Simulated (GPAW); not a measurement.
ZrO2:

```
CELL_PARAMETERS angstrom
0.00000 2.54507 2.54507
2.54507 0.00000 2.54507
2.54507 2.54507 0.00000
ATOMIC_POSITIONS crystal
Zr 0.00000 0.00000 0.00000
O 0.75000 0.75000 0.75000
O 0.25000 0.25000 0.25000
```

Measurements of this composition are mostly on another form, of space group No. 14.

Base run:

| Item | Value |
| --- | --- |
| Program | GPAW 26.7.0 |
| Functional | vdW-DF2 |
| Potentials or basis | GPAW PAW data sets (gpaw-data 1.2.1) |
| Cutoff | 800 eV |
| Basis | pw |
| k mesh | 9 × 9 × 9 |
| Occupations | fermi-dirac, width 0.05 eV |
| Spin | no spin polarisation |

Its results: band gap on the k mesh 3.54 eV, indirect (least direct gap 4.01 eV).

Task: The run is repeated on the same cell with these changes: functional from vdW-DF2 to vdW-DF-cx. What comes out?

Result: Band gap on the k mesh 3.39 eV, indirect (least direct gap 3.88 eV).

A k mesh can miss the band edges.
